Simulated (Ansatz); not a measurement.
Crystal: MnO.

```
CELL_PARAMETERS angstrom
3.37170 0.00000 0.00000
-1.68585 2.91998 0.00000
0.00000 0.00000 5.38550
ATOMIC_POSITIONS crystal
Mn 0.66667 0.33333 0.51096
Mn 0.33333 0.66667 0.01096
O 0.66667 0.33333 0.87547
O 0.33333 0.66667 0.37547
```

Measurements of this composition are mostly on another form, of space group No. 225.

Base run:

| Quantity | Value |
| --- | --- |
| Program | Ansatz 0.2.0 |
| Functional | PBE0 |
| Potentials or basis | Ansatz PAW |
| Cutoff | 420 eV |
| Density cutoff | 1680 eV |
| k mesh | 6 × 6 × 4 |
| Occupations | fermi-dirac, width 0.05 eV |
| Spin | collinear spin, ferromagnetic start |
| Starting moments | [4.0, 4.0, 0.0, 0.0] μB |

Its results: band gap on the k mesh 1.23 eV, direct; net moment 10.00 μB per cell; site moments Mn +3.98; O +0.18 μB; largest force 0.780 eV/Å.

**Question.** The run is repeated on the same cell with these changes: functional from PBE0 to HSE06. What comes out?

**Answer.** Band gap on the k mesh 0.56 eV, direct; net moment 10.00 μB per cell; site moments Mn +3.98; O +0.18 μB; largest force 0.778 eV/Å.

Caveats: the magnetic or orbital state may not be the lowest; only a ferromagnetic start was run, and an antiferromagnetic order may lie lower in energy; the PAW data sets come from PBE, with cores solved anew for the run's functional, which leaves a small shift of forces and pressure.

Not every run made on this cell is shown here.
